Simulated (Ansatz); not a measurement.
The system is KTaO3.

```
Ta K O
1.0
     3.98830    0.00000    0.00000
     0.00000    3.98830    0.00000
     0.00000    0.00000    3.98830
Ta K O
1 1 3
Direct
  0.00000 0.00000 0.00000
  0.50000 0.50000 0.50000
  0.00000 0.00000 0.50000
  0.00000 0.50000 0.00000
  0.50000 0.00000 0.00000
```

- Program: Ansatz 0.2.0
- Task: relaxation of cell and atoms
- Functional: RPBE
- Dispersion: D3(BJ)
- Potentials or basis: Ansatz PAW
- Cutoff: 420 eV (not typed: the program's choice for these potentials)
- k mesh: 7 × 7 × 7
- Occupations: fermi-dirac, width 0.05 eV
- Spin: no spin polarisation

At the start: volume 12.69 Å³/atom.

Task: How do energy, volume and symmetry change on relaxing?

Result: It ends after 7 steps and the volume is 11.99 Å³/atom (-5.5 %); space group Pm-3m (No. 221, to 0.05 Å).

Step by step:
```tsv
step	energy change (eV)	largest force (eV/Å)	volume (Å³)
1	0.0000	0.0000	63.44
2	-0.1350	0.0000	59.11
3	-0.1420	0.0000	60.09
4	-0.1423	0.0000	60.01
5	-0.1347	0.0000	60.01
6	-0.1349	0.0000	59.94
7	-0.1347	0.0000	59.94
```

Final structure:
```
Ta K O
1.0
     3.91355    0.00000    0.00000
     0.00000    3.91355    0.00000
     0.00000    0.00000    3.91355
Ta K O
1 1 3
Direct
  0.00000 0.00000 0.00000
  0.50000 0.50000 0.50000
  0.00000 0.00000 0.50000
  0.00000 0.50000 0.00000
  0.50000 0.00000 0.00000
```

Caveat: the plane-wave basis is chosen anew once the cell has moved, so the energies of steps on either side of that aren't comparable; the pressure holds a Pulay correction of +0.5 GPa for the finite cutoff; the PAW data sets come from PBE, with cores solved anew for the run's functional, which leaves a small shift of forces and pressure.
